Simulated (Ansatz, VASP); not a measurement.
Given: the input of a run of VASP 6.6.1 on F.

INCAR

```
SYSTEM = F
PREC     = Accurate       ! precision mode
ENCUT    = 520            ! plane-wave cutoff, eV
EDIFF    = 1E-6           ! SCF threshold, eV
ISMEAR   = -1             ! smearing method
SIGMA    = 0.05           ! smearing width, eV
LREAL    = .FALSE.        ! projectors in reciprocal space
LASPH    = .TRUE.         ! aspherical terms in the spheres
NELM     = 80             ! most SCF steps
ALGO     = Normal         ! electronic algorithm
ISIF     = 2              ! what is computed and relaxed
LWAVE    = .FALSE.        ! write WAVECAR
LCHARG   = .FALSE.        ! write CHGCAR
GGA      = PE             ! functional
NBANDS   = 22             ! bands
```

The input KPOINTS:

```
regular mesh
0
G
  10 10 4
  0 0 0
```

POSCAR

```
F
1.0
    2.5217732918     -1.5626188506      0.0000000000
    2.5217732918      1.5626188506      0.0000000000
   -0.5545135835      0.0000000000      6.5085397398
F
4
Direct
    0.9153359700      0.5958328800      0.0979555000
    0.4041671200      0.0846640300      0.4020445000
    0.0846640300      0.4041671200      0.9020445000
    0.5958328800      0.9153359700      0.5979555000
```

Potentials or basis: VASP PAW PBE potentials, release 64 (F).

Command:

```sh
$ cat potpaw_PBE.64/F/POTCAR > POTCAR
$ mpirun -np 1 vasp_std > vasp.out
```

Q: Translate it to Ansatz 0.2.0. Potentials there: Ansatz PAW.

A: As run (the cutoff follows the program's own potentials):

The input input.yaml:

```yaml
crystal:
  lattice:
    - [2.5217732918, -1.5626188506, 0.0]
    - [2.5217732918, 1.5626188506, 0.0]
    - [-0.5545135835, 0.0, 6.5085397398]
  atoms:
    - { symbol: F, position: [0.91533597, 0.59583288, 0.0979555] }
    - { symbol: F, position: [0.40416712, 0.08466403, 0.4020445] }
    - { symbol: F, position: [0.08466403, 0.40416712, 0.9020445] }
    - { symbol: F, position: [0.59583288, 0.91533597, 0.5979555] }
hamiltonian:
  xc: pbe
  pseudopotentials: { kind: paw }
kpoints:
  mp_grid: { grid: [10, 10, 4] }
scf:
  occupations: { method: fermi_dirac, width: 0.05 }
output:
  forces: true
  stress: true
  eigenvalues: true
```

Potentials or basis: Ansatz PAW.

The run is started by

```console
$ ansatz run input.yaml --threads 2 --pin off --max-ram 5120MiB --backend cpu --events-out ev --progress --plain --runs-dir out
```

Both were run:

|  | VASP | Ansatz | Ansatz less VASP |
| --- | --- | --- | --- |
| gap on the k mesh at the Fermi level (eV) | 2.87 | 2.94 | +0.072 |
| least direct gap on the mesh (eV) | 2.87 | 2.94 | +0.072 |
| pressure (GPa) | 6.2 | 5.7 | -0.51 |
| largest component of the traceless stress (GPa) | 5.44 | 3.61 | -1.825 |
| rms of the force components (eV/Å) | 0.719 | 0.477 | -0.2413 |

Atom by atom the forces differ by 0.241 eV/Å (rms over components).

Caveats: forces of over 1 eV/Å show positions far from the minimum, so gaps and moduli don't describe the material at rest (VASP); the pressure holds a Pulay correction of +1.1 GPa for the finite cutoff (Ansatz). A k mesh can miss the band edges. PBE gaps usually lie below the measured ones, often by a third to a half.
